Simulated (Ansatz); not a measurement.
## Phases of Zn at -0.51 GPa

Structure types of Zn are relaxed in primitive cells with their symmetry kept at -0.51 GPa, first on PAW files, then by LAPW. The enthalpy is E + pV at zero temperature, without zero-point motion. Only the types listed were tried, and differences under about 5 meV/atom are mesh noise.

Level of theory: DFT with PBE, scalar-relativistic, in Ansatz 0.2.0; Fermi–Dirac smearing of 0.1 eV, no spin polarisation. LAPW: all electrons, basis error target 0.5 meV/atom; PAW: frozen-core files, cutoff 420 eV.

k meshes: fcc 17×17×17, bcc 17×17×17, hcp 16×16×9, beta tin 16×16×16, simple hexagonal 16×16×15, omega 8×8×11.

Q: Which type is lowest in enthalpy, and by how much?

A: hcp, 24 meV/atom below fcc. The whole table:

```tsv
start type	ends as	a, b, c (Å)	V (Å³/atom)	H − H(lowest), LAPW (meV/atom)	same, PAW
fcc	fcc, Fm-3m	3.940, 3.940, 3.940	15.29	24.5	24.7
bcc	bcc, Im-3m	3.141, 3.141, 3.141	15.49	87.0	87.0
hcp	hcp, P6_3/mmc	2.669, 2.669, 4.935	15.22	0.0	0.0
beta tin	beta tin, I4_1/amd	5.225, 5.225, 2.567	17.51	178.2	178.0
simple hexagonal	distorted hexagonal, P6/mmm	2.577, 2.577, 3.103	17.84	103.3	102.9
omega	omega, P6/mmm	4.413, 4.413, 2.802	15.75	91.5	91.6
```
